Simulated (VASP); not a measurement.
# Te (P3_121) in VASP: a series of runs, part 2 of 2

VASP 6.6.1.

**5. Single point, PBE0, non-collinear spin, zero start, spin-orbit coupling**

File POSCAR:

```
Te
1.0
    4.4572000000      0.0000000000      0.0000000000
   -2.2286000000      3.8600484297      0.0000000000
    0.0000000000      0.0000000000      5.9290000000
Te
3
Direct
    0.2633000000      0.0000000000      0.3333333333
    0.0000000000      0.2633000000      0.6666666667
    0.7367000000      0.7367000000      0.0000000000
```

File INCAR.step1:

```
SYSTEM = Te
PREC = Accurate
ENCUT = 300
EDIFF = 1E-5
ISMEAR = 0
SIGMA = 0.01
LREAL = .False.
LASPH = .True.
NELM = 100
ALGO = Normal
ISIF = 2
LWAVE = .True.
MAGMOM = 0 0 0 0 0 0 0 0 0
LORBIT = 11
LSORBIT = .True.
GGA_COMPAT = .False.
GGA = PE
```

File INCAR.step2:

```
SYSTEM = Te
PREC = Accurate
ENCUT = 300
EDIFF = 1E-7
ISMEAR = 0
SIGMA = 0.01
LREAL = .False.
LASPH = .True.
NELM = 100
ALGO = Normal
ISIF = 2
LWAVE = .False.
LCHARG = .True.
MAGMOM = 0 0 0 0 0 0 0 0 0
LORBIT = 11
LSORBIT = .True.
GGA_COMPAT = .False.
GGA = PE
LHFCALC = .True.
AEXX = 0.25
PRECFOCK = Fast
HFRCUT = -1
LVHAR = .True.
ISTART = 1
```

File KPOINTS:

```
Automatic mesh
0
Gamma
  6 6 4
  0 0 0
```

Potentials or basis: VASP PAW PBE potentials, release 64 (Te).

Command:

```bash
cat potpaw_PBE.64/Te/POTCAR > POTCAR
cp INCAR.step1 INCAR
mpirun -np 1 vasp_ncl > vasp.out
cp INCAR.step2 INCAR
mpirun -np 1 vasp_ncl > vasp.out
```

OUTCAR:

```text
SYSTEM = Te
   PREC = Accurate
   ENCUT = 300
   EDIFF = 1E-7
   ISMEAR = 0
   LREAL = .False.
   LASPH = .True.
   NELM = 100
   ISIF = 2
   LORBIT = 11
   LSORBIT = .True.
   GGA = PE
   LHFCALC = .True.
   AEXX = 0.25
   PRECFOCK = Fast
   ISTART = 1

 ion  position               nearest neighbor table
   1  0.263  0.000  0.333-   3 2.84   2 2.84   3 3.49   3 3.49   2 3.49   2 3.49
   2  0.000  0.263  0.667-   3 2.84   1 2.84   3 3.49   3 3.49   1 3.49   1 3.49
   3  0.737  0.737  0.000-   2 2.84   1 2.84   1 3.49   2 3.49   2 3.49   1 3.49

  LATTYP: Found a hexagonal cell.
 ALAT       =     4.4572000000
 C/A-ratio  =     1.3302073050

  Lattice vectors:

 A1 = (   4.4572000000,   0.0000000000,   0.0000000000)
 A2 = (  -2.2286000000,   3.8600484297,   0.0000000000)
 A3 = (   0.0000000000,   0.0000000000,   5.9290000000)

Analysis of symmetry for initial positions (statically):
=====================================================================
 Subroutine PRICEL returns:
 Original cell was already a primitive cell.
[... 950 lines left out ...]
     0.0000000    -0.0000356     0.0000000    -0.0001140     0.0000000
    -0.0000148    -0.0000520    -0.0001140     0.0000000    -0.0000090
    -0.0000353    -0.0000201     0.0000000    -0.0000090     0.0000000
 l=   3
     0.0000000     0.0000000     0.0000000     0.0000000     0.0000000     0.0000000     0.0000000
     0.0000000     0.0000000     0.0000000     0.0000000     0.0000000     0.0000000     0.0000000
     0.0000000     0.0000000     0.0000000     0.0000000     0.0000000     0.0000000     0.0000000
     0.0000000     0.0000000     0.0000000     0.0000000     0.0000000     0.0000000     0.0000000
[... 29 lines left out ...]
 l=   2
     0.0000000    -0.0000134     0.0000000    -0.0000182    -0.0000353
    -0.0000134     0.0000000    -0.0000944    -0.0000520    -0.0000156
     0.0000000    -0.0000944     0.0000000    -0.0000552     0.0000000
    -0.0000182    -0.0000520    -0.0000552     0.0000000    -0.0000211
    -0.0000353    -0.0000156     0.0000000    -0.0000211     0.0000000
 l=   3
     0.0000000     0.0000000     0.0000000     0.0000000     0.0000000     0.0000000     0.0000000
     0.0000000     0.0000000     0.0000000     0.0000000     0.0000000     0.0000000     0.0000000
     0.0000000     0.0000000     0.0000000     0.0000000     0.0000000     0.0000000     0.0000000
     0.0000000     0.0000000     0.0000000     0.0000000     0.0000000     0.0000000     0.0000000
     0.0000000     0.0000000     0.0000000     0.0000000     0.0000000     0.0000000     0.0000000
     0.0000000     0.0000000     0.0000000     0.0000000     0.0000000     0.0000000     0.0000000
     0.0000000     0.0000000     0.0000000     0.0000000     0.0000000     0.0000000     0.0000000

 total charge

# of ion       s       p       d       tot
------------------------------------------
    1        1.391   1.939   0.044   3.374
    2        1.391   1.939   0.044   3.374
    3        1.391   1.939   0.044   3.374
--------------------------------------------------
tot          4.172   5.818   0.133  10.123

 magnetization (x)

# of ion       s       p       d       tot
------------------------------------------
    1       -0.000   0.000  -0.000   0.000
    2        0.000  -0.000   0.000  -0.000
    3        0.000  -0.000   0.000  -0.000
--------------------------------------------------
tot          0.000  -0.000  -0.000  -0.000

 magnetization (y)

# of ion       s       p       d       tot
------------------------------------------
    1        0.000  -0.000   0.000  -0.000
    2       -0.000   0.000  -0.000   0.000
    3        0.000  -0.000   0.000  -0.000
--------------------------------------------------
tot         -0.000  -0.000   0.000  -0.000

 magnetization (z)

# of ion       s       p       d       tot
------------------------------------------
    1       -0.000   0.000  -0.000   0.000
    2        0.000   0.000   0.000   0.000
    3        0.000   0.000   0.000   0.000
--------------------------------------------------
tot         -0.000   0.000   0.000   0.000
```

OUTCAR.step1:

```text
SYSTEM = Te
   PREC = Accurate
   ENCUT = 300
   EDIFF = 1E-5
   ISMEAR = 0
   LREAL = .False.
   LASPH = .True.
   NELM = 100
   ISIF = 2
[... 1039 lines left out ...]
# of ion       s       p       d       tot
------------------------------------------
    1        0.000   0.000  -0.000   0.000
    2       -0.000  -0.000  -0.000  -0.000
    3        0.000   0.000   0.000   0.000
--------------------------------------------------
tot          0.000   0.000  -0.000   0.000

 magnetization (z)

# of ion       s       p       d       tot
------------------------------------------
    1       -0.000   0.000  -0.000  -0.000
    2        0.000   0.000   0.000   0.000
    3        0.000   0.000   0.000   0.000
--------------------------------------------------
tot         -0.000   0.000  -0.000  -0.000
```

OSZICAR.step1:

```text
N       E                     dE             d eps       ncg     rms          rms(c)
DAV:   1     0.628489639216E+02    0.62849E+02   -0.47450E+03  1768   0.712E+02
DAV:   2    -0.489294986400E+01   -0.67742E+02   -0.65674E+02  2354   0.140E+02
DAV:   3    -0.965810772423E+01   -0.47652E+01   -0.47274E+01  2188   0.404E+01
DAV:   4    -0.975983992388E+01   -0.10173E+00   -0.10165E+00  2166   0.701E+00
DAV:   5    -0.976105573404E+01   -0.12158E-02   -0.12158E-02  2040   0.798E-01    0.129E+01
DAV:   6    -0.974471916218E+01    0.16337E-01   -0.19187E-02  1886   0.957E-01    0.818E+00
DAV:   7    -0.974142450091E+01    0.32947E-02   -0.20938E-02  1862   0.991E-01    0.387E+00
DAV:   8    -0.974266054273E+01   -0.12360E-02   -0.39149E-03  1994   0.422E-01    0.322E-01
DAV:   9    -0.974229109396E+01    0.36945E-03   -0.87083E-04  1796   0.195E-01    0.789E-02
DAV:  10    -0.974234781663E+01   -0.56723E-04   -0.22697E-04  2028   0.915E-02    0.422E-02
DAV:  11    -0.974235663675E+01   -0.88201E-05   -0.10324E-05  1152   0.219E-02
   1 F= -.97423566E+01 E0= -.97423174E+01  d E =-.783943E-04  mag=     0.0000    -0.0000     0.0000
```

It took 2 h on 1 thread of Intel Xeon Platinum 8559C (Emerald Rapids), shared host; peak memory 0.33 GiB.

What came out:

* Free energy: -13.6601 eV
* Pressure: 0.0 GPa
* Largest force: 0.209 eV/Å
* Net moment: 0.00 μB per cell
* Valence electrons inside the program's atomic spheres: Te 3.37

Forces on the atoms (eV/Å):
```
Te  -0.209  0.000  0.000
Te   0.105 -0.181  0.000
Te   0.105  0.181  0.000
```

Stress tensor (GPa, compression positive):
```
 0.35  0.00  0.00
 0.00  0.35  0.00
 0.00  0.00 -0.57
```

Moments on the atoms (μB; x, y, z):
```
Te  0.00 0.00 0.00
Te  0.00 0.00 0.00
Te  0.00 0.00 0.00
```

Caveat: the PAW data sets were made with another functional, which shifts forces and pressure a little.

**6. Summary**

```csv
level,spin,k mesh,grid for exact exchange (PRECFOCK),screening parameter,exchange at q = 0,mesh quality,pressure (GPa),moment (μB),largest force (eV/Å)
PBE,"non-collinear, zero start, SOC",9 × 9 × 6,-,-,-,not flagged,2.3,0.00,0.36
HSE06,"non-collinear, zero start, SOC",3 × 3 × 2,Fast,0.2 1/A,-,coarse,0.4,0.00,0.28
PBE0,off,6 × 6 × 4,Fast,-,default,not flagged,-0.2,-,0.23
PBE0,"non-collinear, zero start, SOC",6 × 6 × 4,Fast,-,truncated,not flagged,0.0,0.00,0.21
```

Alike in all rows: task single point; potentials or basis VASP PAW PBE potentials, release 64 (Te); cell as given; cutoff (eV) 300; smearing gaussian 0.01 eV.

Caveats: some runs use coarse meshes; the PAW data sets were made with another functional, which shifts forces and pressure a little (some runs).

Absolute energies hang on the potentials; compare differences alone.
